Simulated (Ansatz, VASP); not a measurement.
RbBr: VASP beside Ansatz

The input INCAR:

```
PREC = Accurate
ENCUT = 520
EDIFF = 1E-6
ISMEAR = 0
SIGMA = 0.05
LREAL = False
LASPH = True
NELM = 60
ALGO = Normal
ISIF = 2
LWAVE = False
LCHARG = False
GGA = PS
NBANDS = 15
```

File KPOINTS:

```
regular mesh
0
Gamma
  6 6 6
```

Contents of POSCAR:

```
RbBr
1.0
    4.1243020998      0.0000000000      0.0000000000
    0.0000000000      4.1243020998      0.0000000000
    0.0000000000      0.0000000000      4.0701688540
Rb Br
1 1
Direct
   -0.0992287032      0.0000000000      0.0000000000
    0.6061381027      0.5000000000      0.5000000000
```

Input for Ansatz:

```yaml
crystal:
  lattice:
    - [4.1243020998, 0.0, 0.0]
    - [0.0, 4.1243020998, 0.0]
    - [0.0, 0.0, 4.070168854]
  atoms:
    - { symbol: Rb, position: [-0.0992287032, 0.0, 0.0] }
    - { symbol: Br, position: [0.6061381027, 0.5, 0.5] }
basis:
  ecutwfc: 420
kpoints:
  mp_grid: { grid: [6, 6, 6] }
hamiltonian:
  xc: pbesol
scf:
  occupations: { method: gaussian, width: 0.05 }
output:
  forces: true
  stress: true
  eigenvalues: true
```

Change from the starting cell: mode 4 frozen in at -0.432 Å, equal normal strain along x and y +0.0133.

Alike in both runs: task single point; functional PBEsol; k mesh 6 × 6 × 6; occupations gaussian, width 0.05 eV; no spin polarisation.

|  | VASP | Ansatz |
| --- | --- | --- |
| version | VASP 6.6.1 | Ansatz 0.2.0 |
| potentials or method | VASP PAW PBE potentials, release 64 (Rb_sv, Br) | scalar-relativistic, plane waves, PAW |
| plane-wave cutoff (eV) | 520 | 420 |
| valence electrons in the cell | 16 | 16 |

|  | VASP | Ansatz | Ansatz less VASP |
| --- | --- | --- | --- |
| gap on the k mesh at the Fermi level (eV) | 3.99 | 4.00 | +0.002 |
| least direct gap on the mesh (eV) | 4.14 | 4.14 | +0.003 |
| pressure (GPa) | 3.2 | 3.1 | -0.08 |
| largest component of the traceless stress (GPa) | 1.72 | 1.68 | -0.041 |
| rms of the force components (eV/Å) | 0.405 | 0.398 | -0.0067 |

Atom by atom the forces differ by 0.007 eV/Å (rms over components). The functional is the same, so the differences come from potentials, cutoffs and numerics.

Caveats: the PAW data sets were made with another functional, which shifts forces and pressure a little (VASP). A k mesh can miss the band edges.
